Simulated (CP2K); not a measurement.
## ScAl in CP2K: the effect of functional

The system is ScAl.

```
CELL_PARAMETERS angstrom
3.37035 0.00000 0.00000
0.00000 3.37035 0.00000
0.00000 0.00000 3.37035
ATOMIC_POSITIONS crystal
Sc 0.50000 0.50000 0.50000
Al 0.00000 0.00000 0.00000
```

The cell comes from a database or a generator and needn't be the stable form of this composition.

Alike in all runs:

| Item | Value |
| --- | --- |
| Program | CP2K 2026.2 |
| Potentials or basis | POTENTIAL_UZH Sc GTH-PBE-q11, Al GTH-PBE-q3; TZVP-MOLOPT-PBE-GTH basis |
| Density cutoff | 9184 eV |
| k mesh | 8 × 8 × 8 |
| Occupations | fermi-dirac, width 0.05 eV |
| Spin | no spin polarisation |

One run gave: pressure -0.3 GPa. Which functional did it use?
A. rev-vdW-DF2
B. BLYP
C. vdW-DF-cx
D. r2SCAN
E. PBEsol

A.

| functional | pressure (GPa) |
| --- | --- |
| LDA | -2.9 |
| PBEsol | -1.3 |
| BLYP | 2.2 |
| vdW-DF-cx | -0.9 |
| rev-vdW-DF2 | -0.3 |
| r2SCAN | 0.5 |

Caveats: the potentials were made for another functional, which shifts forces and pressure; the basis of atomic orbitals isn't converged, which shifts pressures, moduli and gaps.

Runs at the PBE level aren't shown here.
